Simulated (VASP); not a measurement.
# Mo (Im-3m) in VASP: relaxation of cell and atoms with rev-vdW-DF2

Aim: the relaxation of cell and atoms of Mo with rev-vdW-DF2.

Program: VASP 6.6.1. These are calculated values, not measurements. Logs are shortened: lines on timing, memory, paths and dates and some standing lists are left out, and cuts for length are marked.

### 1 The crystal as given

It takes space group Im-3m (No. 229, cubic). Conventional cell: a = 3.148 Å, b = 3.148 Å, c = 3.148 Å, α = 90.00°, β = 90.00°, γ = 90.00°. Mo (site symmetry m-3m) is surrounded by 8 Mo at 2.73 Å.

### 2 Relaxation of cell and atoms, rev-vdW-DF2

Input file INCAR:

```
SYSTEM = Mo
PREC = Accurate
ENCUT = 600
EDIFF = 1E-7
ISMEAR = 1
SIGMA = 0.1
LREAL = .False.
LASPH = .True.
NELM = 80
ALGO = Normal
ISIF = 3
LWAVE = .False.
LCHARG = .False.
GGA = MK
LUSE_VDW = .True.
AGGAC = 0.0
PARAM1 = 0.1234
PARAM2 = 0.711357
ZAB_VDW = -1.8867
IBRION = 2
NSW = 90
EDIFFG = -0.005
```

Input file KPOINTS:

```
Automatic mesh
0
Gamma
  16 16 16
  0 0 0
```

Input file POSCAR:

```
Mo                                      
1.0
   -1.5738040457      1.5738040457      1.5738040457
    1.5738040457     -1.5738040457      1.5738040457
    1.5738040457      1.5738040457     -1.5738040457
  Mo            
     1
Direct
     0.0000000000000000    0.0000000000000000    0.0000000000000000
```

Potentials or basis: VASP PAW PBE potentials, release 64 (Mo_sv).

Run with:

```bash
> cat potpaw_PBE.64/Mo_sv/POTCAR > POTCAR
> mpirun -np 1 vasp_std > vasp.out
```

OUTCAR:

```text
SYSTEM = Mo
   PREC = Accurate
   ENCUT = 600
   EDIFF = 1E-7
   ISMEAR = 1
   LREAL = .False.
   LASPH = .True.
   NELM = 80
   ISIF = 3
   GGA = MK
   IBRION = 2
   NSW = 90
   EDIFFG = -0.005

 ion  position               nearest neighbor table
   1  0.000  0.000  0.000-

  LATTYP: Found a body centered cubic cell.
 ALAT       =     3.1476080914

  Lattice vectors:

 A1 = (  -1.5738040457,   1.5738040457,   1.5738040457)
 A2 = (   1.5738040457,  -1.5738040457,   1.5738040457)
 A3 = (   1.5738040457,   1.5738040457,  -1.5738040457)

Analysis of symmetry for initial positions (statically):
=====================================================================
 Subroutine PRICEL returns:
 Original cell was already a primitive cell.

 Routine SETGRP: Setting up the symmetry group for a
 body centered cubic supercell.

 Subroutine GETGRP returns: Found 48 space group operations
 (whereof 48 operations were pure point group operations)
 out of a pool of 48 trial point group operations.

The static configuration has the point symmetry O_h .

Analysis of symmetry for dynamics (positions and initial velocities):
=====================================================================
 Subroutine PRICEL returns:
 Original cell was already a primitive cell.

 Routine SETGRP: Setting up the symmetry group for a
 body centered cubic supercell.

 Subroutine GETGRP returns: Found 48 space group operations
 (whereof 48 operations were pure point group operations)
 out of a pool of 48 trial point group operations.

The dynamic configuration has the point symmetry O_h .

 Subroutine INISYM returns: Found 48 space group operations
 (whereof 48 operations are pure point group operations),
 and found     1 'primitive' translations

----------------------------------------------------------------------------------------

                                     Primitive cell

  volume of cell :      15.5924

  direct lattice vectors                    reciprocal lattice vectors
    -1.573804046  1.573804046  1.573804046     0.000000000  0.317701560  0.317701560
     1.573804046 -1.573804046  1.573804046     0.317701560  0.000000000  0.317701560
     1.573804046  1.573804046 -1.573804046     0.317701560  0.317701560  0.000000000

  length of vectors
     2.725908568  2.725908568  2.725908568     0.449297855  0.449297855  0.449297855

  position of ions in fractional coordinates (direct lattice)
     0.000000000  0.000000000  0.000000000

[... 87 lines left out ...]
   NUPDOWN=      -1.0000    fix difference up-down
   EMIN   =  10.00;   EMAX   =-10.00  energy-range for DOS
   EFERMI =   0.00;   METHOD = LEGACY
   ISMEAR =     1;   SIGMA  =   0.10  broadening in eV -4-tet -1-fermi 0-gaus
   EFERMI_NEDOS =   21; number of points for ismear=-14 and -15
   IALGO  =     38    algorithm
   IMIX   =      4    mixing-type and parameters
     AMIX     =   0.40;   BMIX     =  1.00
     AMIX_MAG =   1.60;   BMIX_MAG =  1.00
  volume/ion in A,a.u.               =      15.59       105.22
  Fermi-wavevector in a.u.,A,eV,Ry     =   1.579357  2.984551 33.937925  2.494367
  Thomas-Fermi vector in A             =   2.679748
   LORBIT       =      0    0 simple, 1 ext, 2 COOP (PROOUT), +10 PAW based schemes
   GGA     = MK    functional components
   LHFCALC =     F    Hartree Fock is set to
   AEXX    =    0.0000 exact exchange contribution
   IVDW_NL    =     1    kernel type
   BPARAM     = 6.3000
   IVDW    =     0    specifies the selected vdW correction
   LEPSILON=     F    determine dielectric tensor
   LRPA    =     F    only Hartree local field effects (RPA)
 conjugate gradient relaxation of ions
 non-spin polarized calculation
 Methfessel and Paxton  Order N= 1 SIGMA  =   0.10
  energy-cutoff  :      600.00
  volume of cell :       15.59
 maximum number of plane-waves:       539
 NGX is ok and might be reduce to    24
   NGX = 11   NGY = 11   NGZ = 11

 number of electron      14.0000002 magnetization

 Free energy of the ion-electron system (eV)
  ---------------------------------------------------
  ext. energy  EPLUGINS =         0.00000000
  ---------------------------------------------------
  free energy    TOTEN  =        -8.39666768 eV

  energy without entropy =       -8.39724384  energy(sigma->0) =       -8.39685973

 E-fermi :  12.5557     XC(G=0): -13.4568

 val. band max:       12.5209595855   @ k =  -0.1875   0.1875   0.0625
 cond. band min:      12.5818344939   @ k =   0.1875   0.0000   0.0000
 fundamental gap:      0.0608749083
 Fermi energy:        12.5557166938

 k-point     1 :       0.0000    0.0000    0.0000
  band No.  band energies     occupation
      1     -48.6809      2.00000
      2     -21.9635      2.00000
      3     -21.9635      2.00000
      4     -21.9635      2.00000
      5       5.3215      2.00000
      6      11.1675      2.00000
      7      11.1675      2.00000
      8      11.1675      2.00000
      9      14.2075     -0.00000
     10      14.2075     -0.00000
     11      27.4275      0.00000
[... 309 lines left out ...]
 k-point    24 :       0.2500    0.1875    0.0000
  band No.  band energies     occupation
      1     -48.4441      2.00000
      2     -23.0731      2.00000
      3     -22.4230      2.00000
      4     -22.0860      2.00000
      5       8.3685      2.00000
      6       9.6249      2.00000
      7      10.7521      2.00000
      8      13.6335     -0.00000
      9      14.9642      0.00000
     10      17.1960      0.00000
     11      25.8163      0.00000

 [... further k-points ...]

------------------------ aborting loop because EDIFF is reached ----------------------------------------

  FORCE on cell =-STRESS in cart. coord.  units (eV):
  Direction    XX          YY          ZZ          XY          YZ          ZX
  --------------------------------------------------------------------------------------
  -------------------------------------------------------------------------------------
  Total       -0.0000951     -0.0000951     -0.0000951      0.0000000      0.0000000      0.0000000
  in kB       -0.0097754     -0.0097754     -0.0097754      0.0000000      0.0000000      0.0000000
  external PRESSURE =      -0.0097754 kB  Pullay stress =       0.0000000 kB

 VOLUME and BASIS-vectors are now :
 -----------------------------------------------------------------------------
  energy-cutoff  :      600.00
  volume of cell :       15.59
      direct lattice vectors                 reciprocal lattice vectors
    -1.573804046  1.573804046  1.573804046     0.000000000  0.317701560  0.317701560
     1.573804046 -1.573804046  1.573804046     0.317701560  0.000000000  0.317701560
     1.573804046  1.573804046 -1.573804046     0.317701560  0.317701560  0.000000000

 POSITION                                       TOTAL-FORCE (eV/Angst)
 -----------------------------------------------------------------------------------
      0.00000      0.00000      0.00000        -0.000000     -0.000000     -0.000000
 -----------------------------------------------------------------------------------
    total drift:                                0.000000      0.000000     -0.000000

  FREE ENERGIE OF THE ION-ELECTRON SYSTEM (eV)
  ---------------------------------------------------
  free  energy   TOTEN  =        -8.3966676846 eV

  energy  without entropy=       -8.3972438350  energy(sigma->0) =       -8.39685973

Total vdW correction in eV:      1.5783695

 reached required accuracy - stopping structural energy minimisation
```

OSZICAR:

```text
N       E                     dE             d eps       ncg     rms          rms(c)
DAV:   1     0.103056676513E+03    0.10306E+03   -0.89338E+03  3190   0.145E+03
DAV:   2    -0.755777670344E+01   -0.11061E+03   -0.10711E+03  3484   0.363E+02
DAV:   3    -0.904372442199E+01   -0.14859E+01   -0.14732E+01  3683   0.420E+01
DAV:   4    -0.904847353393E+01   -0.47491E-02   -0.47475E-02  3501   0.260E+00
DAV:   5    -0.904849816626E+01   -0.24632E-04   -0.24632E-04  3703   0.190E-01    0.150E+01
DAV:   6    -0.847588627393E+01    0.57261E+00   -0.10054E+00  3436   0.121E+01    0.409E+00
DAV:   7    -0.840050831655E+01    0.75378E-01   -0.19221E-01  3719   0.489E+00    0.907E-01
DAV:   8    -0.839658333055E+01    0.39250E-02   -0.44764E-03  3313   0.950E-01    0.184E-01
DAV:   9    -0.839665638651E+01   -0.73056E-04   -0.87807E-05  3806   0.128E-01    0.834E-02
DAV:  10    -0.839666760663E+01   -0.11220E-04   -0.15223E-05  3388   0.509E-02    0.641E-03
DAV:  11    -0.839666768461E+01   -0.77977E-07   -0.13511E-07  2703   0.433E-03
   1 F= -.83966677E+01 E0= -.83968597E+01  d E =-.839667E+01
```

Run time: 20 s. Hardware: 1 thread of Intel Xeon Platinum 8488C (Sapphire Rapids), shared host; peak memory 0.29 GiB.

Results:

* Free energy: -8.3967 eV
* Pressure after relaxing: 0.0 GPa
* Band gap on the k mesh: none (metal or under the smearing width)

Final structure:
```
Mo
1.0
    -1.57380    1.57380    1.57380
     1.57380   -1.57380    1.57380
     1.57380    1.57380   -1.57380
Mo
1
Direct
  0.00000 0.00000 0.00000
```

Caveat: the relaxation stopped at its first step, so nothing moved; the PAW data sets were made with another functional, which shifts forces and pressure a little.
